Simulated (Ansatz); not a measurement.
**Orbital-resolved density of states of LuH₂**

```xyz
3
Lattice="0.0000 2.5165 2.5165 2.5165 0.0000 2.5165 2.5165 2.5165 0.0000" Properties=species:S:1:pos:R:3 pbc="T T T"
Lu    0.0000    0.0000    0.0000
H     1.2583    1.2583    1.2583
H     3.7748    3.7748    3.7748
```

Atom numbers follow the list: Lu1, H2, H3.

The geometry is COD entry 9009021, unchecked; take it as a test cell.

Spin–orbit coupling is left out, though it moves levels of the heavy atoms by tenths of an eV or more.

The calculation used DFT, LDA, all-electron LAPW, scalar-relativistic (Ansatz 0.2.0).

The runs use a Γ-centred 8×8×8 k mesh, Fermi–Dirac smearing of 0.02 eV, basis error target 1 meV/atom, no spin polarisation.

States per eV for one atom of each kind, in 0.4 eV bins named by their centres, from the Fermi level, projected on a minimal set of Löwdin-orthogonalised atomic shells; orbitals are real harmonics on the Cartesian axes, equal curves share a column, and empty bins are left out, as is all above 3.1 eV, near the top of the computed bands.

Lu1 4f:

```
# E all fz3 fxz2=fyz2 fz(x2-y2) fxyz fx(x2-3y2)=fy(3x2-y2)
-6.7 0.01 0.00 0.00 0.00 0.00 0.00
-6.3 0.04 0.01 0.00 0.00 0.00 0.01
-5.9 0.11 0.03 0.01 0.00 0.00 0.02
-5.5 1.91 0.18 0.07 0.00 1.36 0.11
-5.1 30.33 4.21 4.68 4.96 2.83 4.49
-4.7 1.40 0.39 0.16 0.03 0.14 0.26
-4.3 0.78 0.15 0.06 0.00 0.34 0.09
-3.9 0.24 0.02 0.01 0.00 0.20 0.01
-3.5 0.06 0.00 0.00 0.00 0.06 0.00
-3.1 0.03 0.00 0.00 0.00 0.03 0.00
-2.7 0.01 0.00 0.00 0.00 0.01 0.00
-2.3 0.01 0.00 0.00 0.00 0.01 0.00
```

Lu1 5d:

```
# E all dz2=dx2-y2 dxz=dyz=dxy
-8.3 0.01 0.00 0.00
-7.9 0.02 0.00 0.00
-7.5 0.04 0.00 0.01
-7.1 0.07 0.00 0.02
-6.7 0.17 0.01 0.05
-6.3 0.26 0.01 0.08
-5.9 0.27 0.01 0.09
-5.5 0.51 0.01 0.16
-5.1 0.40 0.01 0.12
-4.7 0.26 0.01 0.08
-4.3 0.74 0.02 0.23
-3.9 0.35 0.01 0.11
-3.5 0.15 0.00 0.05
-3.1 0.09 0.00 0.03
-2.7 0.05 0.00 0.02
-2.3 0.04 0.00 0.01
-1.9 0.13 0.06 0.01
-1.5 0.29 0.14 0.00
-1.1 0.57 0.28 0.01
-0.7 0.61 0.29 0.01
-0.3 0.63 0.28 0.02
0.1 0.57 0.24 0.03
0.5 0.56 0.21 0.04
0.9 0.53 0.17 0.06
1.3 0.60 0.12 0.12
1.7 1.18 0.19 0.27
2.1 1.23 0.34 0.18
2.5 1.33 0.44 0.15
2.9 0.94 0.26 0.14
```

Lu1 6s:

```
# E all
-9.1 0.02
-8.7 0.05
-8.3 0.07
-7.9 0.09
-7.5 0.10
-7.1 0.11
-6.7 0.12
-6.3 0.12
-5.9 0.09
-5.5 0.05
-5.1 0.03
-4.7 0.02
-4.3 0.02
-3.9 0.02
-3.5 0.01
-1.9 0.01
-1.5 0.01
-1.1 0.01
-0.7 0.01
-0.3 0.01
0.1 0.01
0.5 0.01
0.9 0.01
1.3 0.01
1.7 0.01
2.1 0.08
2.5 0.11
2.9 0.04
```

H2 1s:

```
# E all
-9.1 0.01
-8.7 0.02
-8.3 0.04
-7.9 0.05
-7.5 0.07
-7.1 0.09
-6.7 0.14
-6.3 0.18
-5.9 0.19
-5.5 0.35
-5.1 0.31
-4.7 0.12
-4.3 0.59
-3.9 0.30
-3.5 0.08
-3.1 0.05
-2.7 0.03
-2.3 0.02
-1.9 0.02
-1.5 0.01
-1.1 0.01
-0.7 0.01
-0.3 0.01
0.1 0.01
2.1 0.01
2.5 0.02
2.9 0.02
```
